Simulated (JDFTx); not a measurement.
Pd:

```xyz
1
Lattice="0.0000 1.9465 1.9465 1.9465 0.0000 1.9465 1.9465 1.9465 0.0000" Properties=species:S:1:pos:R:3 pbc="T T T"
Pd    0.0000    0.0000    0.0000
```

Program: JDFTx 1.7.0 (patched build). Alike in all runs: level PBE; cell as given; k mesh 12 × 12 × 12; cutoff (eV) 1116; smearing fermi-dirac 0.05 eV. Hardware: 1 thread of Arm Neoverse V2, on a shared host.

Problem. Order these runs on this cell by their wall time, lowest first.
A. task band structure; potentials or basis PseudoDojo-SR-PBE-0.4.1-standard with smoothed tails; spin off; band ratio of the Davidson solver 1.3; max SCF steps 30; SCF threshold on the energy 1e-06 Ha; solver of the electrons minimize; further solve for the empty bands no
B. task single point; potentials or basis PseudoDojo-SR-PBE-0.4.1-standard with smoothed tails; spin off; max SCF steps 100; SCF threshold on the energy 1e-09 Ha; solver of the electrons scf; further solve for the empty bands yes
C. task single point; potentials or basis PseudoDojo-FR-PBE-0.4-standard with smoothed tails; spin SOC, no magnetisation; max SCF steps 100; SCF threshold on the energy 1e-08 Ha; solver of the electrons scf; further solve for the empty bands yes

Solution. A (5.3 s), B (28 s), C (100 s).
